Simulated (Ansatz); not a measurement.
# AlN (wurtzite to rock salt path): the cost of one run

Program: Ansatz 0.2.0. Level of theory: DFT PBEsol, scalar-relativistic, plane waves, PAW. These are calculated values, not measurements.

## (1) Starting point

The structure is hexagonal, space group P6_3mc (No. 186). The conventional cell has a = 3.239 Å, b = 3.239 Å, c = 4.210 Å, α = 90.00°, β = 90.00°, γ = 120.00°. Al (site symmetry 3m) is surrounded by 5 N at 1.87 to 2.23 Å. Around N (site symmetry 3m) lie 5 Al at 1.87 to 2.23 Å.

Structure file:

```cif
data_structure
_symmetry_space_group_name_H-M 'P 1'
_symmetry_Int_Tables_number 1
_cell_length_a 3.2388
_cell_length_b 3.2388
_cell_length_c 4.2105
_cell_angle_alpha 90.000
_cell_angle_beta 90.000
_cell_angle_gamma 119.999
_cell_volume 38.25
loop_
_atom_site_label
_atom_site_type_symbol
_atom_site_fract_x
_atom_site_fract_y
_atom_site_fract_z
_atom_site_occupancy
Al1 Al 0.00000 0.00000 0.00000 1
Al2 Al 0.66667 0.33333 0.50000 1
N1 N 0.00000 0.00000 0.47000 1
N2 N 0.66667 0.33333 0.97000 1
```

## (2) Relaxing cell and atoms: AlN (wurtzite to rock salt path), no spin, 20 GPa

input.yaml reads:

```yaml
crystal:
  lattice:
    - [1.6194221286, -2.8048391267, 0.0]
    - [1.6194221286, 2.8048391267, 0.0]
    - [0.0, 0.0, 4.2104975343]
  atoms:
    - { symbol: Al, position: [0.0, 0.0, 0.0] }
    - { symbol: Al, position: [0.6666666667, 0.3333333333, 0.5] }
    - { symbol: "N", position: [0.0, 0.0, 0.47] }
    - { symbol: "N", position: [0.6666666667, 0.3333333333, 0.97] }
scf:
  occupations: { method: fixed }
output:
  forces: true
  stress: true
  eigenvalues: true
  write_density: true
  write_potential: true
  elf: true
  volumetric_format: npy
hamiltonian:
  xc: pbesol
basis:
  ecutwfc: 520
kpoints:
  mp_grid: { grid: [9, 9, 7] }
relax:
  f_tol: 0.01
  max_steps: 50
  cell: { stress_tol: 0.05, p_target: 20, fix: [shape] }
```

Run with:

```console
ansatz run input.yaml --threads 2 --pin off --max-ram 6144MiB --backend cpu --events-out ev --progress --plain --runs-dir out
```

What time and memory should one allow on 2 threads of Arm Neoverse V1, shared host?

About 20 s, with a peak of 0.38 GiB.
